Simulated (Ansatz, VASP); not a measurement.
## Two plane-wave programs on MgS (Niningerite)

File INCAR:

```
  ALGO = Normal
  EDIFF = 1E-6
  ENCUT = 520
  GGA = RP
  ISIF = 2
  ISMEAR = 0
  IVDW = 12
  LASPH = T
  LCHARG = F
  LREAL = F
  LWAVE = F
  NBANDS = 11
  NELM = 100
  PREC = Accurate
  SIGMA = 0.01
```

File KPOINTS:

```
k-points
0
Gamma
  4 4 4
```

The input POSCAR:

```
MgS
1.0
   -0.0049900000      2.6230800000      2.6649800000
    2.5275000000      0.0299300000      2.6300600000
    2.5715700000      2.6322300000     -0.0141400000
Mg S
1 1
Direct
    0.9883300000      0.0161000000      0.9963000000
    0.5002580372      0.4786737981      0.5167766900
```

Input for Ansatz:

```yaml
crystal:
  lattice:
    - [-0.00499, 2.62308, 2.66498]
    - [2.5275, 0.02993, 2.63006]
    - [2.57157, 2.63223, -0.01414]
  atoms:
    - { symbol: Mg, position: [0.98833, 0.0161, 0.9963] }
    - { symbol: S, position: [0.5002580372333136, 0.47867379806165, 0.5167766899617642] }
basis:
  ecutwfc: 540.0
  xc_grid: 2
kpoints:
  mp_grid:
    grid: [4, 4, 4]
hamiltonian:
  xc: rpbe
  dispersion: d3bj
scf:
  convergence:
    dr2_threshold: 1.0e-09
  occupations:
    method: fixed
output:
  forces: true
  stress: true
```

Alike in both runs: task single point; functional RPBE; dispersion D3(BJ); k mesh 4 × 4 × 4; no spin polarisation.

```csv
,VASP,Ansatz
version,VASP 6.6.1,Ansatz 0.2.0
potentials or method,"VASP PAW PBE potentials, release 64 (Mg, S)","plane waves, PAW"
plane-wave cutoff (eV),520,540
occupations,"gaussian, width 0.01 eV",fixed
valence electrons in the cell,8,16
```

Ansatz gave:

- pressure (GPa): -12.5
- largest component of the traceless stress (GPa): 2.34
- rms of the force components (eV/Å): 0.214
- dispersion energy (meV/atom): -1412.9

Which values does VASP return?

Pressure (GPa): -12.9; largest component of the traceless stress (GPa): 2.31; rms of the force components (eV/Å): 0.213; dispersion energy (meV/atom): -1412.8.

Atom by atom the forces differ by 0.001 eV/Å (rms over components). The two sets of potentials don't hold the same shells in valence. Ansatz warned: «stress_scf_threshold_loose».

Caveats: the k mesh is coarse (spacing up to 0.53 Å⁻¹), so the values aren't converged; the PAW data sets were made with another functional, which shifts forces and pressure a little (VASP). A k mesh can miss the band edges.
